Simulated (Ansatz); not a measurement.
# BeS: the cost of one run

Computed with Ansatz 0.2.0 (DFT PBE, scalar-relativistic, plane waves, PAW, unless a step's input says otherwise).

## 1. The system as given

The structure is cubic, space group P4_132 (No. 213). The conventional cell has a = 5.266 Å, b = 5.266 Å, c = 5.266 Å, α = 90.00°, β = 90.00°, γ = 90.00°. Be (site symmetry 32) is surrounded by 3 S at 1.86 Å. S (site symmetry 32) is surrounded by 3 Be at 1.86 Å.

Structure file:

```xyz
8
Lattice="5.2658 0.0000 0.0000 0.0000 5.2658 0.0000 0.0000 0.0000 5.2658" Properties=species:S:1:pos:R:3 pbc="T T T"
Be    4.6075    4.6075    4.6075
Be    3.2911    0.6582    1.9747
Be    0.6582    1.9747    3.2911
Be    1.9747    3.2911    0.6582
S     1.9747    1.9747    1.9747
S     0.6582    3.2911    4.6075
S     3.2911    4.6075    0.6582
S     4.6075    0.6582    3.2911
```

Recipe of the guess: 3-connected net, two elements alternating (P4_132, No. 213). Lengths come from tabulated atomic sizes and are only a guess.

## 2. Probe: one point on a coarse mesh

Contents of input.yaml:

```yaml
crystal:
  lattice:
    - [5.26576197, 0.0, 0.0]
    - [0.0, 5.26576197, 0.0]
    - [0.0, 0.0, 5.26576197]
  atoms:
    - { symbol: Be, position: [0.875, 0.875, 0.875] }
    - { symbol: Be, position: [0.625, 0.125, 0.375] }
    - { symbol: Be, position: [0.125, 0.375, 0.625] }
    - { symbol: Be, position: [0.375, 0.625, 0.125] }
    - { symbol: S, position: [0.375, 0.375, 0.375] }
    - { symbol: S, position: [0.125, 0.625, 0.875] }
    - { symbol: S, position: [0.625, 0.875, 0.125] }
    - { symbol: S, position: [0.875, 0.125, 0.625] }
basis:
  ecutwfc: 420
kpoints:
  mp_grid: { grid: [4, 4, 4] }
hamiltonian:
  xc: pbe
scf:
  occupations: { method: gaussian, width: 0.1 }
  lower_state_search: "off"
output:
  forces: true
  stress: true
  eigenvalues: true
```

Command:

```sh
> ansatz run input.yaml --threads 1 --pin off --max-ram 2048MiB --backend cpu --events-out ev --progress --plain --runs-dir out
```

What time and memory should one allow on 1 thread of Intel Xeon 6975P-C (Granite Rapids), shared host?

About 2.2 s, with a peak of 0.43 GiB.
